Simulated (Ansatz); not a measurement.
Crystal: Tl.

```
Tl
1.0
     3.50864    0.00000    0.00000
    -1.75432    3.03857    0.00000
     0.00000    0.00000   11.26560
Tl
4
Direct
  0.66667 0.33333 0.75000
  0.00000 0.00000 0.50000
  0.33333 0.66667 0.25000
  0.00000 0.00000 0.00000
```

Base run:

```yaml
Program: Ansatz 0.2.0
Functional: PBE
Potentials_or_basis: Ansatz PAW
Cutoff: 420 eV
Density_cutoff: 1680 eV
k_mesh: 9 × 9 × 3
Occupations: fermi-dirac, width 0.05 eV
Spin: no spin polarisation
```

Its results: band gap on the k mesh none (metal or under the smearing width); pressure 1.2 GPa.

Q: The run is repeated on the same cell with these changes: functional from PBE to PBEsol. What comes out?

A: Band gap on the k mesh none (metal or under the smearing width); pressure -1.7 GPa.

PBEsol binds more tightly than PBE, so the same cell stands under less pressure.

Caveats: the PAW data sets come from PBE, with cores solved anew for the run's functional, which leaves a small shift of forces and pressure (some runs).

Not every run made on this cell is shown here.
